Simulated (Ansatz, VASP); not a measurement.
## Two plane-wave programs on BN

```
CELL_PARAMETERS angstrom
1.25112 0.72234 3.37293
-1.25112 0.72234 3.37293
0.00000 -1.44467 3.37293
ATOMIC_POSITIONS crystal
N 0.66724 0.66724 0.66724
B 0.00033 0.00033 0.00033
```

The cell is a database's computed one.

Alike in both runs: task single point; functional PBE; k mesh 12 × 12 × 12; occupations fermi-dirac, width 0.05 eV; no spin polarisation.

|  | VASP | Ansatz |
| --- | --- | --- |
| version | VASP 6.6.1 | Ansatz 0.2.0 |
| potentials or method | VASP PAW PBE potentials, release 64 (N, B) | Ansatz PAW |
| plane-wave cutoff (eV) | 520 | 420 |
| valence electrons in the cell | 8 | 8 |

Ansatz gave:

- gap on the k mesh at the Fermi level (eV): 4.29
- least direct gap on the mesh (eV): 4.70
- pressure (GPa): 3.6
- largest component of the traceless stress (GPa): 1.20

Problem. What did VASP give for the same quantities?

Solution. gap on the k mesh at the Fermi level (eV): 4.28; least direct gap on the mesh (eV): 4.70; pressure (GPa): 3.6; largest component of the traceless stress (GPa): 1.40.

The functional is the same, so the differences come from potentials, cutoffs and numerics.

Caveats: the pressure holds a Pulay correction of +0.6 GPa for the finite cutoff (Ansatz). A k mesh can miss the band edges. Expect the measured gap to be larger: semilocal functionals such as PBE lack the derivative discontinuity.
